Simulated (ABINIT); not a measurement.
MoS2:

```xyz
3
Lattice="3.2275 0.0000 0.0000 -1.6137 2.7951 0.0000 0.0000 0.0000 6.3125" Properties=species:S:1:pos:R:3 pbc="T T T"
Mo    0.0000    0.0000    3.1562
S     1.6137    0.9317    4.7008
S     0.0000    1.8634    1.6117
```

Measurements of this composition are mostly on another form, of space group No. 194.

Base run:

| Quantity | Value |
| --- | --- |
| Program | ABINIT 10.8.3 (patched build) |
| Functional | PBEsol |
| Potentials or basis | JTH PAW PBE v2.0 |
| Cutoff | 544 eV |
| k mesh | 12 × 12 × 5 |
| Occupations | fermi-dirac, width 0.05 eV |
| Spin | no spin polarisation |

Its results: band gap on the k mesh none (metal or under the smearing width); pressure -3.2 GPa; largest force 0.042 eV/Å.

**Question.** After a change of settings the same cell gave: band gap on the k mesh none (metal or under the smearing width); pressure -2.5 GPa; largest force 0.171 eV/Å. Which change was it?
A. functional from PBEsol to LDA; potentials or basis from JTH PAW PBE v2.0 to JTH PAW LDA v2.0
B. functional from PBEsol to HCTH407; k mesh from 12 × 12 × 5 to 9 × 9 × 4
C. k mesh from 12 × 12 × 5 to 4 × 4 × 2
D. functional from PBEsol to revPBE; k mesh from 12 × 12 × 5 to 9 × 9 × 4

**Answer.** C.

Caveats: some runs use coarse meshes; the PAW data sets were made with another functional, which shifts forces and pressure a little; this functional lacks dispersion, which binds the layers, so the pressure and a relaxed spacing across them are unreliable.

Runs at the PBE level aren't shown here.
